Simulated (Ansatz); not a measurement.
**Os in Ansatz: convergence with k mesh**

Input of the first run (k mesh 3 × 3 × 2); the others differ in this setting and in those tied to it:

input.yaml

```yaml
crystal:
  lattice:
    - [2.7341, 0.0, 0.0]
    - [-1.36705, 2.3678000565, 0.0]
    - [0.0, 0.0, 4.3197]
  atoms:
    - { symbol: Os, position: [0.6666666667, 0.3333333333, 0.75] }
    - { symbol: Os, position: [0.3333333333, 0.6666666667, 0.25] }
hamiltonian:
  xc: pbe
  pseudopotentials: { kind: nc, accuracy: standard }
kpoints:
  mp_grid: { grid: [3, 3, 2] }
scf:
  occupations: { method: methfessel_paxton, width: 0.1 }
output:
  forces: true
  stress: true
  eigenvalues: true
```

Potentials or basis: PseudoDojo standard (PBE files).

Command:

```sh
$ ansatz run input.yaml --threads 2 --pin off --max-ram 5632MiB --backend cpu --events-out ev --progress --plain --runs-dir out
```

Hardware: 2 threads of Intel(R) Xeon(R) Processor @ 2.50GHz (Skylake/Cascade Lake) (shared host).

```csv
k mesh,"energy less the tightest run, at zero smearing (meV/atom)",pressure (GPa),SCF cycles,CPU time (s),peak memory (GiB)
3 × 3 × 2,495.73,17.70,7,1.6,0.28
4 × 4 × 3,34.30,7.79,6,1.8,0.29
5 × 5 × 3,59.24,8.99,6,1.9,0.29
6 × 6 × 4,39.17,8.94,7,3.9,0.32
8 × 8 × 5,-31.40,7.59,6,4.5,0.34
10 × 10 × 6,8.69,8.22,6,7.9,0.36
13 × 13 × 7,-2.68,7.96,6,12,0.39
15 × 15 × 9,-4.53,8.05,6,19,0.43
18 × 18 × 10,0.00,8.13,6,32,0.52
```

Against the tightest run, the pressure stays within 0.1 GPa from 15 × 15 × 9 on. Not settled before the last step: the energy (to 1 meV/atom). Meshes of other sizes hit other points, so gaps and Fermi surfaces needn't settle smoothly. The tightest run that finished is the yardstick and may itself not be fully converged.

The run has no spin-orbit coupling, so splittings on Os are missing.
